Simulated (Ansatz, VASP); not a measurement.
Given: the input of a run of Ansatz 0.2.0 on Cu3N.

Contents of input.yaml:

```yaml
crystal:
  lattice:
    - [3.8322126553, 0.0, 0.0]
    - [0.0, 3.8322126553, 0.0]
    - [0.0, 0.0, 3.8322126553]
  atoms:
    - { symbol: Cu, position: [0.0, 0.0, 0.5] }
    - { symbol: Cu, position: [0.0, 0.5, 0.0] }
    - { symbol: Cu, position: [0.5, 0.0, 0.0] }
    - { symbol: "N", position: [0.0, 0.0, 0.0] }
hamiltonian:
  xc: pbe
  pseudopotentials: { kind: paw }
kpoints:
  mp_grid: { grid: [7, 7, 7] }
scf:
  occupations: { method: fermi_dirac, width: 0.05 }
output:
  forces: true
  stress: true
  eigenvalues: true
```

Potentials or basis: Ansatz PAW.

Run with:

```console
$ ansatz run input.yaml --threads 1 --pin off --max-ram 3584MiB --backend cpu --events-out ev --progress --plain --runs-dir out
```

Translate it to VASP 6.6.1. Potentials there: VASP PAW PBE potentials, release 64 (Cu, N).

As run (the cutoff follows the program's own potentials):

INCAR

```
SYSTEM = Cu3N
ALGO = Normal ; EDIFF = 1E-7
ENCUT = 520 ; GGA = PE
ISIF = 2 ; ISMEAR = -1
LASPH = .TRUE. ; LCHARG = .FALSE.
LREAL = .FALSE. ; LWAVE = .FALSE.
NBANDS = 27 ; NELM = 60
PREC = Accurate ; SIGMA = 0.05
```

KPOINTS

```
k-points
0
G
  7 7 7
  0 0 0
```

POSCAR

```
Cu3N
1.0
    3.8322126553      0.0000000000      0.0000000000
    0.0000000000      3.8322126553      0.0000000000
    0.0000000000      0.0000000000      3.8322126553
Cu N
3 1
Direct
    0.0000000000      0.0000000000      0.5000000000
    0.0000000000      0.5000000000      0.0000000000
    0.5000000000      0.0000000000      0.0000000000
    0.0000000000      0.0000000000      0.0000000000
```

Potentials or basis: VASP PAW PBE potentials, release 64 (Cu, N).

The run is started by

```bash
$ cat potpaw_PBE.64/Cu/POTCAR potpaw_PBE.64/N/POTCAR > POTCAR
$ mpirun -np 1 vasp_std > vasp.out
```

Both were run:

|  | VASP | Ansatz | Ansatz less VASP |
| --- | --- | --- | --- |
| gap on the k mesh at the Fermi level (eV) | 1.02 | 1.00 | -0.015 |
| least direct gap on the mesh (eV) | 1.41 | 1.39 | -0.025 |
| pressure (GPa) | 0.0 | -0.5 | -0.55 |

The two sets of potentials don't hold the same shells in valence.

Caveats: an odd mesh through Γ misses points on the zone boundary, where band edges often lie (VASP); odd divisions of the mesh miss points on the zone boundary, where band edges often lie, so the gap on the mesh can be too wide (Ansatz).
